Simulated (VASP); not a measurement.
Write the native input for VASP 6.6.1 that does the following.

```
Task                   : relaxation of cell and atoms
Functional             : PBEsol
Potentials or basis    : VASP PAW PBE potentials, release 64 (Sr_sv, Ti_sv, O)
Cutoff                 : 600 eV
k mesh                 : 8 × 8 × 8
Occupations            : gaussian, width 0.03 eV
Spin                   : no spin polarisation
Further INCAR settings : ALGO = Normal; EDIFF = 1e-06; IBRION = 2; EDIFFG = -0.01; NSW = 90; ISIF = 3
```

The structure of SrTiO3 lies in POSCAR:

```
SrTiO3
1.0
    3.9052800000      0.0000000000      0.0000000000
    0.0000000000      3.9052800000      0.0000000000
    0.0000000000      0.0000000000      3.9052800000
Sr Ti O
1 1 3
Direct
    0.5000000000      0.5000000000      0.5000000000
    0.0000000000      0.0000000000      0.0000000000
    0.5000000000      0.0000000000      0.0000000000
    0.0000000000      0.5000000000      0.0000000000
    0.0000000000      0.0000000000      0.5000000000
```

The cell was built by a generator and needn't be a form met in nature.

The input as run:

INCAR

```
SYSTEM = SrTiO3
PREC = Accurate
ENCUT = 600
EDIFF = 1E-6
ISMEAR = 0
SIGMA = 0.03
LREAL = .FALSE.
LASPH = .TRUE.
NELM = 80
ALGO = Normal
ISIF = 3
LWAVE = .FALSE.
LCHARG = .FALSE.
GGA = PS
IBRION = 2
NSW = 90
EDIFFG = -0.01
```

KPOINTS

```
regular mesh
0
G
  8 8 8
  0 0 0
```

Potentials or basis: VASP PAW PBE potentials, release 64 (Sr_sv, Ti_sv, O).

Launch:

```sh
$ cat potpaw_PBE.64/Sr_sv/POTCAR potpaw_PBE.64/Ti_sv/POTCAR potpaw_PBE.64/O/POTCAR > POTCAR
$ mpirun -np 1 vasp_std > vasp.out
```

Results of the run:

```yaml
Relaxed_volume: 11.82 Å³/atom
Relaxed_cell: a = 3.895 Å, b = 3.895 Å, c = 3.895 Å, α = 90.00°, β = 90.00°, γ = 90.00°
Space_group_after_relaxing_to_0.05_Å: Pm-3m (No. 221)
Energy_gained_by_relaxing: 0.5 meV/atom
Ionic_steps: 3
Pressure_after_relaxing: 0.0 GPa
Band_gap_on_the_k_mesh: 1.82 eV, indirect (least direct gap 2.17 eV)
```

Caveat: the PAW data sets were made with another functional, which shifts forces and pressure a little.

Wall time 50 s on 1 thread of Intel(R) Xeon(R) 6975P-C (Granite Rapids) (shared host), peak memory 0.23 GiB.
